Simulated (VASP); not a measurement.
Here is a VASP 6.6.1 calculation.

The input INCAR:

```
PREC = Accurate
ENCUT = 520
EDIFF = 1E-8
ISMEAR = 0
SIGMA = 0.02
LREAL = F
LASPH = T
NELM = 100
ALGO = Fast
ISIF = 2
LWAVE = F
LCHARG = F
GGA = PS
IBRION = 2
NSW = 40
EDIFFG = -5E-4
```

File KPOINTS:

```
regular mesh
0
Gamma
  8 8 5
```

Contents of POSCAR:

```
ZnO
1.0
    3.2494000000      0.0000000000      0.0000000000
   -1.6247000000      2.8140629500      0.0000000000
    0.0000000000      0.0000000000      5.2038000000
Zn O
2 2
Direct
    0.3333333333      0.6666666667      0.0000000000
    0.6666666667      0.3333333333      0.5000000000
    0.3333333333      0.6666666667      0.3821000000
    0.6666666667      0.3333333333      0.8821000000
```

Potentials or basis: VASP PAW PBE potentials, release 64 (Zn, O).

The run is started by

```bash
$ cat potpaw_PBE.64/Zn/POTCAR potpaw_PBE.64/O/POTCAR > POTCAR
$ mpirun -np 1 vasp_std > vasp.out
```

(1) What does it give for the energy gained by relaxing?

(2) Predict the band gap on the k mesh.

## Answers

(1) 0.1 meV/atom.

(2) 0.69 eV, direct.

**Measured values to compare with.**

“Electronic structure of alkaline earth and post-transition metal oxides”, 2009, arxiv:0908.1581 quotes, for a bulk crystal of ZnO: band gap 3.37 eV.

Against the measured gap of ZnO, 3.37 eV (quoted in “Electronic structure of alkaline earth and post-transition metal oxides”, 2009, arxiv:0908.1581), the calculated 0.69 eV is off by -2.68 eV. So large a miss can be the level of theory's own, or it may mean another phase, state or a wrong row. The value is that of PBEsol, without temperature or zero-point motion. Semilocal functionals fall short of measured gaps as a rule.
